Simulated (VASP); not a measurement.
Crystal: Te2Pt (Moncheite).

```
CELL_PARAMETERS angstrom
4.01000 0.00000 0.00000
-2.00500 3.47276 0.00000
0.00000 0.00000 5.20100
ATOMIC_POSITIONS crystal
Te 0.33333 0.66667 0.25000
Te 0.66667 0.33333 0.75000
Pt 0.00000 0.00000 0.00000
```

```yaml
Program: VASP 6.6.1
Task: relaxation of cell and atoms
Functional: optB86b-vdW
Potentials_or_basis: VASP PAW PBE potentials, release 64 (Te, Pt)
Cutoff: 600 eV
k_mesh: 12 × 12 × 7
Occupations: methfessel-paxton, width 0.1 eV
Spin: no spin polarisation
```

At the start: pressure 7.1 GPa; volume 24.14 Å³/atom.

Task: Where does the relaxation end?

Result: Over 15 steps the energy falls by 40.8 meV/atom and the volume is 24.99 Å³/atom (+3.5 %); space group P-3m1 (No. 164, to 0.05 Å).

The path:
```tsv
step	energy change (eV)	largest force (eV/Å)	pressure (GPa)	volume (Å³)
1	0.0000	1.1207	7.12	72.43
2	0.1501	0.7597	-8.57	84.26
3	-0.1103	0.2220	-0.56	76.73
4	-0.1104	0.2456	-0.37	76.59
5	-0.1104	0.2604	-0.23	76.50
6	-0.1161	0.1803	-0.10	76.13
7	-0.1196	0.0605	0.12	75.55
8	-0.1206	0.0081	-0.40	75.70
9	-0.1206	0.0145	-0.44	75.71
10	-0.1213	0.0124	-0.39	75.53
11	-0.1223	0.0083	-0.09	75.01
12	-0.1223	0.0083	-0.06	74.96
13	-0.1223	0.0082	-0.06	74.98
14	-0.1223	0.0082	-0.06	74.99
15	-0.1223	0.0001	-0.02	74.96
```

Final structure:
```xyz
3
Lattice="4.0702 0.0000 0.0000 -2.0351 3.5249 0.0000 0.0000 0.0000 5.2250" Properties=species:S:1:pos:R:3 pbc="T T T"
Te    0.0000    2.3500    1.3698
Te    2.0351    1.1750    3.8552
Pt    4.0702    0.0000    0.0000
```

Caveat: the PAW data sets were made with another functional, which shifts forces and pressure a little.
